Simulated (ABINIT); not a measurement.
Input of an ABINIT 10.8.3 (patched build) run:

The input run.abi:

```
# Pseudopotentials
pp_dirpath "./"
pseudos "Ti_ONCV_PBE-1.2.upf"

# Structure
acell 3*1.0 Angstrom
rprim
     0.0000000000     2.0300000000     2.0300000000
     2.0300000000     0.0000000000     2.0300000000
     2.0300000000     2.0300000000     0.0000000000
ntypat 1
znucl 22
natom 1
typat 1
xred
     0.0000000000     0.0000000000     0.0000000000

# Plane-wave basis
ecut 598.650497 eV

# k points
kptopt 1
ngkpt 8 8 8
nshiftk 1
shiftk 0.0 0.0 0.0

# Exchange and correlation
ixc 41
fockdownsampling 2 2 2
hyb_mixing 0.5

# Bands and occupations
nband 10
occopt 3
tsmear 0.00183747

# SCF cycle
nstep 60
tolvrs 1.0e-7

# Output
iomode 3
prtwf 0
prtden 0
prteig 0
prtebands 0
enunit 2
```

Potentials or basis: SG15 NC PBE v1.2.

The run is started by

```bash
$ mpirun --bind-to none -np 4 abinit run.abi > log 2>&1
```

Question: Estimate the band gap on the k mesh.

Answer: None (metal or under the smearing width).
